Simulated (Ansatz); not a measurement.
**PtS2 in Ansatz: the effect of functional**

The system is PtS2.

```
CELL_PARAMETERS angstrom
3.58983 0.00000 0.00000
-1.79491 3.10888 0.00000
0.00000 0.00000 5.10511
ATOMIC_POSITIONS crystal
Pt 0.00000 0.00000 0.00000
S 0.66667 0.33333 0.77300
S 0.33333 0.66667 0.22700
```

The cell isn't the ideal one: volume scaled by 1.04.

Alike in all runs:

```yaml
Program: Ansatz 0.2.0
Task: single point
Potentials_or_basis: Ansatz PAW
k_mesh: 9 × 9 × 5
Occupations: fermi-dirac, width 0.05 eV
Spin: no spin polarisation
```

```csv
functional,cutoff,gap on the mesh (eV),pressure (GPa),largest force (eV/Å)
PBEsol,420 eV (not typed: the program's choice for these potentials),0.91,0.3,0.38
r2SCAN,500 eV (not typed: the program's choice for these potentials),1.14,2.9,0.64
LDA,420 eV (not typed: the program's choice for these potentials),?,?,?
```

**Question.** What does the run with functional LDA give?

**Answer.** gap on the mesh 0.86 eV; pressure -2.3 GPa; largest force 0.24 eV/Å.

Caveats: odd divisions of the mesh miss points on the zone boundary, where band edges often lie, so the gap on the mesh can be too wide; spin-orbit coupling is left out, which moves the levels of the heavy elements; the PAW data sets come from PBE, with cores solved anew for the run's functional, which leaves a small shift of forces and pressure.

A k mesh can miss the band edges.

Runs at the PBE level aren't shown here.
